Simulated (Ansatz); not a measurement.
MoS2:

```
CELL_PARAMETERS angstrom
3.16900 0.00000 0.00000
-1.58450 2.74443 0.00000
0.00000 0.00000 12.32400
ATOMIC_POSITIONS crystal
Mo 0.66667 0.33333 0.75000
Mo 0.33333 0.66667 0.25000
S 0.66667 0.33333 0.37700
S 0.33333 0.66667 0.87700
S 0.66667 0.33333 0.12300
S 0.33333 0.66667 0.62300
```

Base run:

- Program: Ansatz 0.2.0
- Functional: LDA
- Potentials or basis: Ansatz PAW
- Cutoff: 420 eV
- Density cutoff: 1680 eV
- k mesh: 10 × 10 × 3
- Occupations: fermi-dirac, width 0.05 eV
- Spin: no spin polarisation

Its results: band gap on the k mesh 0.85 eV, indirect (least direct gap 1.86 eV); pressure -5.7 GPa.

**Question.** The run is repeated on the same cell with these changes: functional from LDA to RPBE. What comes out?

**Answer.** Band gap on the k mesh 0.97 eV, indirect (least direct gap 1.87 eV); pressure 4.7 GPa.

RPBE binds less tightly than LDA, so the same cell stands under more pressure.

Caveats: the PAW data sets come from PBE, with cores solved anew for the run's functional, which leaves a small shift of forces and pressure; the potentials were made for another functional, which shifts forces and pressure (some runs); this functional lacks dispersion, which binds the layers, so the pressure and a relaxed spacing across them are unreliable (some runs).

A k mesh can miss the band edges.

Not every run made on this cell is shown here.
